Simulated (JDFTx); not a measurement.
# Ta under changes of volume

One of the cells (18.010 Å³/atom); the others are scaled copies at fixed shape and fractional positions:

```
CELL_PARAMETERS angstrom
-1.65128 1.65128 1.65128
1.65128 -1.65128 1.65128
1.65128 1.65128 -1.65128
ATOMIC_POSITIONS crystal
Ta 0.00000 0.00000 0.00000
```

- Program: JDFTx 1.7.0 (patched build)
- Functional: LDA
- Potentials or basis: PseudoDojo-SR-LDA-0.4.1-standard with smoothed tails
- Cutoff: 789 eV
- Density cutoff: 3157 eV
- k mesh: 11 × 11 × 11
- Occupations: fermi-dirac, width 0.05 eV
- Spin: no spin polarisation

| volume (Å³/atom) | energy over the lowest point (meV/atom) | pressure (GPa) |
| --- | --- | --- |
| 16.930 | 0.00 | 2.2 |
| 17.290 | 0.37 | -2.6 |
| 17.650 | 11.07 | -6.8 |
| 18.010 | 31.08 | -10.7 |
| 18.371 | 59.36 | -14.1 |
| 18.731 | 94.96 | -17.1 |
| 19.091 | ? | ? |

Task: What does the run at 19.091 Å³/atom give?

Result: Energy over the lowest point 137.06 meV/atom; pressure -19.9 GPa.

Worked out: A Birch-Murnaghan fit of order 3 (a polynomial in V^(-2/3)) to the other rows has its minimum at 17.10 Å³/atom with B0 = V·E''(V) = 233 GPa and B' = 4.5. It gives 137.10 meV/atom at 19.091 Å³/atom, against the run's 137.06, and -dE/dV = -20.1 GPa, against -19.9.

Energies are extrapolated to zero smearing.
